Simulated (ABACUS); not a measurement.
# Bi (C2/m) in ABACUS: equation of state

Aim: energy against volume of Bi in PBE, for its equilibrium volume and stiffness.

Everything below comes from runs of ABACUS 3.10.1. Logs are shortened: lines on timing, memory, paths and dates and some standing lists are left out, and cuts for length are marked.

## (1) Starting point

The structure is monoclinic, space group C2/m (No. 12). Conventional cell: a = 6.977 Å, b = 6.265 Å, c = 3.359 Å, α = 90.00°, β = 112.04°, γ = 90.00°. Bi (site symmetry m) is surrounded by 6 Bi at 3.21 to 3.45 Å.

This isn't the form of Bi at room conditions, which is rhombohedral.

## (2) Equation of state, PBE, 31.98 Å³/atom (volume scaled by 0.94)

Contents of INPUT:

```
INPUT_PARAMETERS
suffix              Bi
calculation         scf
basis_type          pw
pseudo_dir          ./
symmetry            1
dft_functional      pbe
ecutwfc             66
pseudo_rcut         10
nspin               1
nbands              19
ks_solver           dav
smearing_method     fd
smearing_sigma      0.00367493
scf_thr             1e-08
scf_nmax            100
mixing_type         broyden
mixing_beta         0.7
cal_force           1
cal_stress          1
kpar                4
```

Contents of STRU:

```
ATOMIC_SPECIES
Bi 208.9804 Bi.upf

LATTICE_CONSTANT
1.8897261246

LATTICE_VECTORS
3.4173821397 -3.0686298933 0.0000000000
3.4173821397 3.0686298933 0.0000000000
-1.2345086997 0.0000000000 3.0499903288

ATOMIC_POSITIONS
Direct

Bi
0.0
2
0.7530610000 0.7530610000 0.8573820000 1 1 1
0.2469390000 0.2469390000 0.1426180000 1 1 1
```

Contents of KPT:

```
K_POINTS
0
Gamma
6 6 9 0 0 0
```

Potentials or basis: PseudoDojo NC SR 0.4.1 PBE standard, plane waves.

Command:

```console
OMP_NUM_THREADS=1 mpirun -np 4 abacus > log
```

running log:

```text
ABACUS v3.10.1

               Atomic-orbital Based Ab-initio Computation at UStc

 ------------------------------------------------------------------------------------

 READING GENERAL INFORMATION
                           global_out_dir = OUT.Bi/
                           global_in_card = INPUT
                               pseudo_dir = ./
                              orbital_dir =
                                    DSIZE = 4
                                    GSIZE = 1

 READING UNITCELL INFORMATION
                                    ntype = 1
                  lattice constant (Bohr) = 1.88973
              lattice constant (Angstrom) = 1

 READING ATOM TYPE 1
                               atom label = Bi
                      L=0, number of zeta = 1
                      L=1, number of zeta = 1
                      L=2, number of zeta = 1
             number of atom for this type = 2

                        TOTAL ATOM NUMBER = 2
DIRECT COORDINATES
    atom                   x                   y                   z     mag                  vx                  vy                  vz
taud_Bi1            0.7530610000        0.7530610000        0.8573820000  0.0000        0.0000000000        0.0000000000        0.0000000000
taud_Bi2            0.2469390000        0.2469390000        0.1426180000  0.0000        0.0000000000        0.0000000000        0.0000000000

                          Volume (Bohr^3) = 431.681
                             Volume (A^3) = 63.9685

 Lattice vectors: (Cartesian coordinate: in unit of a_0)
             +3.41738            -3.06863                  +0
             +3.41738            +3.06863                  +0
             -1.23451                  +0            +3.04999
 Reciprocal vectors: (Cartesian coordinate: in unit of 2 pi/a_0)
            +0.146311           -0.162939          +0.0592205
            +0.146311           +0.162939          +0.0592205
                   -0                  -0            +0.32787
 The esolver type has been set to : ksdft_pw

                PAO radial cut off (Bohr) = 10

 Read in pseudopotential file is Bi.upf
                     pseudopotential type = NC
          exchange-correlation functional = PBE
                 nonlocal core correction = 1
                        valence electrons = 15
                                     lmax = 2
                           number of zeta = 3
                     number of projectors = 6
                           L of projector = 0
                           L of projector = 0
                           L of projector = 1
                           L of projector = 1
                           L of projector = 2
                           L of projector = 2
     initial pseudo atomic orbital number = 18

 SETUP THE ELECTRONS NUMBER
            electron number of element Bi = 15
      total electron number of element Bi = 30
            AUTOSET number of electrons:  = 30
                           occupied bands = 15
                                   NBANDS = 19
                                   NLOCAL = 18

%%%%%%%%%%%%%%%%%%%%%%%%%%%%%%%%%%%%%%%%%%%%%%%%%%%%%%%%%%%%%%%%%%%%%%%%%%%%%%%%%%%%%%%%%%%%%%%%%%%%%%%%%%
 Warning: the number of valence electrons in pseudopotential > 5 for Bi: [Xe] 4f14 5d10 6s2 6p3
 Pseudopotentials with additional electrons can yield (more) accurate outcomes, but may be less efficient.
 If you're confident that your chosen pseudopotential is appropriate, you can safely ignore this warning.
%%%%%%%%%%%%%%%%%%%%%%%%%%%%%%%%%%%%%%%%%%%%%%%%%%%%%%%%%%%%%%%%%%%%%%%%%%%%%%%%%%%%%%%%%%%%%%%%%%%%%%%%%%

 SETUP THE PLANE WAVE BASIS
 energy cutoff for charge/potential (unit:Ry) = 264
            fft grid for charge/potential = [ 45, 45, 36 ]
                        fft grid division = [ 1, 1, 1 ]
        big fft grid for charge/potential = [ 45, 45, 36 ]
                                     nbxx = 72900
                                     nrxx = 72900

 SETUP PLANE WAVES FOR CHARGE/POTENTIAL
                    number of plane waves = 31205
                         number of sticks = 1573

 PARALLEL PW FOR CHARGE/POTENTIAL
     PROC   COLUMNS(POT)             PW
        1           1573          31205
 --------------- sum -------------------
        1           1573          31205
                            number of |g| = 8006
                                  max |g| = 23.8739
                                  min |g| = 0

----------- Double Check Mixing Parameters Begin ------------
mixing_type: broyden
mixing_beta: 0.7
mixing_gg0: 1
mixing_gg0_min: 0.1
mixing_ndim: 8
----------- Double Check Mixing Parameters End ------------

 LATTICE VECTORS: (CARTESIAN COORDINATE: IN UNIT OF A0)
             +3.41738            -3.06863                  +0
             +3.41738            +3.06863                  +0
             -1.23451                  +0            +3.04999
                       right hand lattice = 1
                                   NORM_A = 4.59293
                                   NORM_B = 4.59293
                                   NORM_C = 3.29036
                           ALPHA (DEGREE) = 106.21
                           BETA  (DEGREE) = 106.21
                           GAMMA (DEGREE) = 83.8444

 The lattice vectors have been changed (STRU_SIMPLE.cif)

(for optimal symmetric configuration:)
                             BRAVAIS TYPE = 13
                     BRAVAIS LATTICE NAME = 13. Monoclinic A (base-center)
                                    ibrav = 13
                                    IBRAV = 13
                                  BRAVAIS = BASE CENTERED MONOLINIC CELL
                       LATTICE CONSTANT A = 6.83476
                                B/A RATIO = 0.897948
                                C/A RATIO = 1.87331
                                COS(BETA) = -0.971213
Original cell was already a primitive cell.
                        ROTATION MATRICES = 4
              PURE POINT GROUP OPERATIONS = 4
                   SPACE GROUP OPERATIONS = 4
                                       C2 = 1
                                       C3 = 0
                                       C4 = 0
                                       C6 = 0
                                       S1 = 1
                                       S3 = 0
                                       S4 = 0
                                       S6 = 0
                              POINT GROUP = C_2h
                                       C2 = 1
                                       C3 = 0
                                       C4 = 0
                                       C6 = 0
                                       S1 = 1
                                       S3 = 0
                                       S4 = 0
                                       S6 = 0
               POINT GROUP IN SPACE GROUP = C_2h

 SETUP K-POINTS
                                    nspin = 1
                   Input type of k points = Monkhorst-Pack(Gamma)
                                   nkstot = 324
                       right hand lattice = 1
(for reciprocal lattice: )
                             BRAVAIS TYPE = 13
                     BRAVAIS LATTICE NAME = 13. Monoclinic A (base-center)
                                    ibrav = 13
                       right hand lattice = 1
(for k-lattice: )
                             BRAVAIS TYPE = 13
                     BRAVAIS LATTICE NAME = 13. Monoclinic A (base-center)
                                    ibrav = 13
                       right hand lattice = 1
                        ROTATION MATRICES = 4
                               nkstot_ibz = 97
K-POINTS REDUCTION ACCORDING TO SYMMETRY
     IBZ    DIRECT_X    DIRECT_Y    DIRECT_Z  WEIGHT  ibz2bz
       1  0.00000000  0.00000000  0.00000000  0.0031       0
       2  0.16666667  0.00000000  0.00000000  0.0123       1
       3  0.33333333  0.00000000  0.00000000  0.0123       2
       4  0.50000000  0.00000000  0.00000000  0.0062       3
       5  0.16666667  0.16666667  0.00000000  0.0062       7
       6  0.33333333  0.16666667  0.00000000  0.0123       8
[... 22 lines left out ...]
      29  0.50000000  0.50000000  0.11111111  0.0062      57
      30  0.50000000  0.33333333 -0.11111111  0.0123      58
[... 67 further k points ...]

                               nkstot now = 97
[... K-POINTS DIRECT COORDINATES: 97 rows ...]

           k-point number in this process = 25
       minimum distributed K point number = 24
[... stars of the k points ...]

[... K-POINTS CARTESIAN COORDINATES: 25 rows ...]

[... K-POINTS DIRECT COORDINATES: 25 rows ...]

 SETUP PLANE WAVES FOR WAVE FUNCTIONS
     energy cutoff for wavefunc (unit:Ry) = 66
              fft grid for wave functions = [ 45, 45, 36 ]
                    number of plane waves = 4703
                         number of sticks = 435

 PARALLEL PW FOR WAVE FUNCTIONS
     PROC   COLUMNS(POT)             PW
        1            435           4703
 --------------- sum -------------------
        1            435           4703

 SETUP NONLOCAL PSEUDOPOTENTIALS IN PLANE WAVE BASIS
 Bi non-local projectors:
 projector 1 L=0
 projector 2 L=0
 projector 3 L=1
 projector 4 L=1
 projector 5 L=2
 projector 6 L=2
      TOTAL NUMBER OF NONLOCAL PROJECTORS = 36

 Init Non-Local PseudoPotential table :
 Init Non-Local-Pseudopotential done.

                                     npwx = 3912

 Make real space PAO into reciprocal space.
       max mesh points in Pseudopotential = 1001
     dq(describe PAO in reciprocal space) = 0.01
                                    max q = 979

 number of pseudo atomic orbitals for Bi is 3
WARNING: norm of atomic wavefunction # 3 of atomic type Bi is 0.999859, renormalized

 -------------------------------------------
 SELF-CONSISTENT
 -------------------------------------------
                                 init_chg = atomic

 PW ALGORITHM --------------- ION=   1  ELEC=   1--------------------------------
 Notice: Threshold on eigenvalues was too large.
 hsover_error=0.3 > DRHO=0.00365922
 Origin diag ethr = 0.01
 New diag ethr = 1.21974e-05

 Density error is 0.00356550752322
                          Error Threshold = 1.21974104338e-05
----------------------------------------------------------
     Energy           Rydberg                 eV
----------------------------------------------------------
 E_KohnSham     -328.1957013916      -4465.3315980325
 E_Harris       -328.6359968909      -4471.3221256264
 E_Fermi        0.8421973964         11.4586834315
----------------------------------------------------------
[... 51 lines left out ...]
 Density error is 1.59603273066e-09
                          Error Threshold = 1.28916412179e-10
----------------------------------------------------------
     Energy           Rydberg                 eV
----------------------------------------------------------
 E_KohnSham     -328.1960911534      -4465.3369010136
 E_KS(sigma->0) -328.1958033769      -4465.3329856131
 E_Harris       -328.1959911006      -4465.3355397254
 E_band         -12.6870016539       -172.6155130290
 E_one_elec     -91.8085164058       -1249.1189480450
 E_Hartree      64.6211575795        879.2159544371
 E_xc           -86.6753452958       -1179.2785721398
 E_Ewald        -214.3328114783      -2916.1475044648
 E_entropy(-TS) -0.0005755531        -0.0078308011
 E_descf        0.0000000000         0.0000000000
 E_exx          0.0000000000         0.0000000000
 E_Fermi        0.8401116529         11.4303054362
----------------------------------------------------------

 charge density convergence is achieved
 final etot is -4465.336901 eV
 EFERMI = 11.430305436 eV

 STATE ENERGY(eV) AND OCCUPATIONS    NSPIN == 1
 1/25 kpoint (Cartesian) = 0.0000 0.0000 0.0000 (3897 pws)
       1       -11.6696     0.00617284
       2       -11.6285     0.00617284
       3       -11.5782     0.00617284
       4       -11.5531     0.00617284
       5       -11.4458     0.00617284
       6       -11.4193     0.00617284
[... 11 lines left out ...]
      18        15.8187    4.71097e-41
      19        15.9954    1.37665e-42
[... 88 lines left out ...]
       3       -11.5480      0.0246914
       4       -11.4952      0.0246914
       5       -11.4587      0.0246914
       6       -11.4251      0.0246914
[... 11 lines left out ...]
      18        16.2780    1.93008e-44
      19        17.4012    3.39131e-54

[... levels at 19 further k points ...]

------------------------------------------------------------------------------------------
 TOTAL-FORCE (eV/Angstrom)
------------------------------------------------------------------------------------------
                       Bi1        -0.0419106230         0.0000000000        -0.0410899185
                       Bi2         0.0419106230         0.0000000000         0.0410899185
------------------------------------------------------------------------------------------

----------------------------------------------------------------
 TOTAL-STRESS (KBAR)
----------------------------------------------------------------
        34.4475600677        -0.0000000000        -2.6398586677
        -0.0000000000        27.6229142691         0.0000000000
        -2.6398586677         0.0000000000        42.8632622067
----------------------------------------------------------------
 TOTAL-PRESSURE: 34.977912 KBAR

 --------------------------------------------
 !FINAL_ETOT_IS -4465.3369010136093493 eV
 --------------------------------------------
```

It took 11 s on 4 MPI ranks of AMD EPYC 9R45 (Zen 5), shared host; peak memory 0.44 GiB.

What came out:

```yaml
Free_energy: -4465.3369 eV
Pressure: 3.5 GPa
Largest_force: 0.059 eV/Å
Band_gap_on_the_k_mesh: none (metal or under the smearing width)
```

Caveat: spin-orbit coupling is left out, which moves the levels of the heavy elements.

## (3) Equation of state, PBE, 32.66 Å³/atom (volume scaled by 0.96)

INPUT is that of step 2.

Contents of STRU:

```
ATOMIC_SPECIES
Bi 208.9804 Bi.upf

LATTICE_CONSTANT
1.8897261246

LATTICE_VECTORS
3.4414490040 -3.0902406750 0.0000000000
3.4414490040 3.0902406750 0.0000000000
-1.2432027094 0.0000000000 3.0714698416

ATOMIC_POSITIONS
Direct

Bi
0.0
2
0.7530610000 0.7530610000 0.8573820000 1 1 1
0.2469390000 0.2469390000 0.1426180000 1 1 1
```

KPT is that of step 2.

Potentials or basis: PseudoDojo NC SR 0.4.1 PBE standard, plane waves.

Command:

```console
OMP_NUM_THREADS=1 mpirun -np 4 abacus > log
```

Wall time 11 s (4 MPI ranks of AMD EPYC 9R45 (Zen 5), shared host); peak memory 0.48 GiB.

It converged, with:

```
Free energy            : -4465.3614 eV
Pressure               : 2.2 GPa
Largest force          : 0.027 eV/Å
Band gap on the k mesh : none (metal or under the smearing width)
```

Caveat: spin-orbit coupling is left out, which moves the levels of the heavy elements.

## (4) Equation of state, PBE, 33.35 Å³/atom (volume scaled by 0.98)

INPUT is that of step 3.

Contents of STRU:

```
ATOMIC_SPECIES
Bi 208.9804 Bi.upf

LATTICE_CONSTANT
1.8897261246

LATTICE_VECTORS
3.4651838851 -3.1115533531 0.0000000000
3.4651838851 3.1115533531 0.0000000000
-1.2517767921 0.0000000000 3.0926530616

ATOMIC_POSITIONS
Direct

Bi
0.0
2
0.7530610000 0.7530610000 0.8573820000 1 1 1
0.2469390000 0.2469390000 0.1426180000 1 1 1
```

KPT is that of step 3.

Command:

```console
OMP_NUM_THREADS=1 mpirun -np 4 abacus > log
```

Wall time 11 s (4 MPI ranks of AMD EPYC 9R45 (Zen 5), shared host); peak memory 0.48 GiB.

It converged, with:

- Free energy: -4465.3756 eV
- Pressure: 1.0 GPa
- Largest force: 0.011 eV/Å
- Band gap on the k mesh: none (metal or under the smearing width)

Caveat: spin-orbit coupling is left out, which moves the levels of the heavy elements.

## (5) Equation of state, PBE, 34.03 Å³/atom

INPUT is that of step 4.

Contents of STRU:

```
ATOMIC_SPECIES
Bi 208.9804 Bi.upf

LATTICE_CONSTANT
1.8897261246

LATTICE_VECTORS
3.4885980000 -3.1325780000 0.0000000000
3.4885980000 3.1325780000 0.0000000000
-1.2602350000 0.0000000000 3.1135500000

ATOMIC_POSITIONS
Direct

Bi
0.0
2
0.7530610000 0.7530610000 0.8573820000 1 1 1
0.2469390000 0.2469390000 0.1426180000 1 1 1
```

KPT is that of step 4.

Command:

```console
OMP_NUM_THREADS=1 mpirun -np 4 abacus > log
```

Wall time 11 s (4 MPI ranks of AMD EPYC 9R45 (Zen 5), shared host); peak memory 0.48 GiB.

The run converged. Its results:

```
Free energy            : -4465.3804 eV
Pressure               : 0.0 GPa
Largest force          : 0.036 eV/Å
Band gap on the k mesh : none (metal or under the smearing width)
```

Caveat: spin-orbit coupling is left out, which moves the levels of the heavy elements.

## (6) Equation of state, PBE, 34.71 Å³/atom (volume scaled by 1.02)

INPUT is that of step 5.

Contents of STRU:

```
ATOMIC_SPECIES
Bi 208.9804 Bi.upf

LATTICE_CONSTANT
1.8897261246

LATTICE_VECTORS
3.5117019713 -3.1533241543 0.0000000000
3.5117019713 3.1533241543 0.0000000000
-1.2685811704 0.0000000000 3.1341701374

ATOMIC_POSITIONS
Direct

Bi
0.0
2
0.7530610000 0.7530610000 0.8573820000 1 1 1
0.2469390000 0.2469390000 0.1426180000 1 1 1
```

KPT is that of step 5.

Potentials or basis: PseudoDojo NC SR 0.4.1 PBE standard, plane waves.

Command:

```console
OMP_NUM_THREADS=1 mpirun -np 4 abacus > log
```

It took 11 s on 4 MPI ranks of AMD EPYC 9R45 (Zen 5), shared host; peak memory 0.48 GiB.

It converged, with:

```
Free energy            : -4465.3770 eV
Pressure               : -0.9 GPa
Largest force          : 0.063 eV/Å
Band gap on the k mesh : none (metal or under the smearing width)
```

Caveat: spin-orbit coupling is left out, which moves the levels of the heavy elements.

## (7) Equation of state, PBE, 35.39 Å³/atom (volume scaled by 1.04)

INPUT is that of step 6.

Contents of STRU:

```
ATOMIC_SPECIES
Bi 208.9804 Bi.upf

LATTICE_CONSTANT
1.8897261246

LATTICE_VECTORS
3.5345058698 -3.1738008589 0.0000000000
3.5345058698 3.1738008589 0.0000000000
-1.2768189413 0.0000000000 3.1545224618

ATOMIC_POSITIONS
Direct

Bi
0.0
2
0.7530610000 0.7530610000 0.8573820000 1 1 1
0.2469390000 0.2469390000 0.1426180000 1 1 1
```

KPT is that of step 6.

Command:

```console
OMP_NUM_THREADS=1 mpirun -np 4 abacus > log
```

It took 11 s on 4 MPI ranks of AMD EPYC 9R45 (Zen 5), shared host; peak memory 0.48 GiB.

The run converged. Its results:

* Free energy: -4465.3661 eV
* Pressure: -1.7 GPa
* Largest force: 0.089 eV/Å
* Band gap on the k mesh: none (metal or under the smearing width)

Caveat: spin-orbit coupling is left out, which moves the levels of the heavy elements.

(Part 1 of 2 ends here.)
